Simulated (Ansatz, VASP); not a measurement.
Rb: VASP beside Ansatz

Contents of INCAR:

```
PREC     = Accurate       # precision mode
ENCUT    = 520            # plane-wave cutoff, eV
EDIFF    = 1E-7           # SCF threshold, eV
ISMEAR   = -1             # smearing method
SIGMA    = 0.05           # smearing width, eV
LREAL    = F              # projectors in reciprocal space
LASPH    = T              # aspherical terms in the spheres
NELM     = 100            # most SCF steps
ALGO     = Normal         # electronic algorithm
ISIF     = 2              # what is computed and relaxed
LWAVE    = F              # write WAVECAR
LCHARG   = F              # write CHGCAR
GGA      = PE             # functional
NBANDS   = 10             # bands
```

The input KPOINTS:

```
Automatic mesh
0
Gamma
  7 7 7
```

Contents of POSCAR:

```
Rb
1.0
   -2.9208720000      2.8264060000      2.7124160000
    2.9162840000     -2.8591040000      2.7405260000
    2.8432880000      2.7815200000     -2.7451140000
Rb
1
Direct
    0.0022960000     -0.0052890000     -0.0053710000
```

Contents of input.yaml:

```yaml
crystal:
  lattice:
    - [-2.920872, 2.826406, 2.712416]
    - [2.916284, -2.859104, 2.740526]
    - [2.843288, 2.78152, -2.745114]
  atoms:
    - { symbol: Rb, position: [0.002296, -0.005289, -0.005371] }
hamiltonian:
  xc: pbe
  pseudopotentials: { kind: paw }
kpoints:
  mp_grid: { grid: [7, 7, 7] }
scf:
  occupations: { method: fermi_dirac, width: 0.05 }
output:
  forces: true
  stress: true
  eigenvalues: true
```

Change from the starting cell: cell strained at random at fixed volume.

Alike in both runs: task single point; functional PBE; k mesh 7 × 7 × 7; occupations fermi-dirac, width 0.05 eV; no spin polarisation.

|  | VASP | Ansatz |
| --- | --- | --- |
| version | VASP 6.6.1 | Ansatz 0.2.0 |
| potentials or method | VASP PAW PBE potentials, release 64 (Rb_sv) | Ansatz PAW |
| plane-wave cutoff (eV) | 520 | 420 |
| valence electrons in the cell | 9 | 9 |

|  | VASP | Ansatz | Ansatz less VASP |
| --- | --- | --- | --- |
| gap on the k mesh at the Fermi level (eV) | none | none | - |
| pressure (GPa) | 0.1 | 0.1 | 0.00 |
| largest component of the traceless stress (GPa) | 0.07 | 0.07 | 0.000 |

A gap of «none» marks a metal or a gap that the smearing closes. The functional is the same, so the differences come from potentials, cutoffs and numerics.
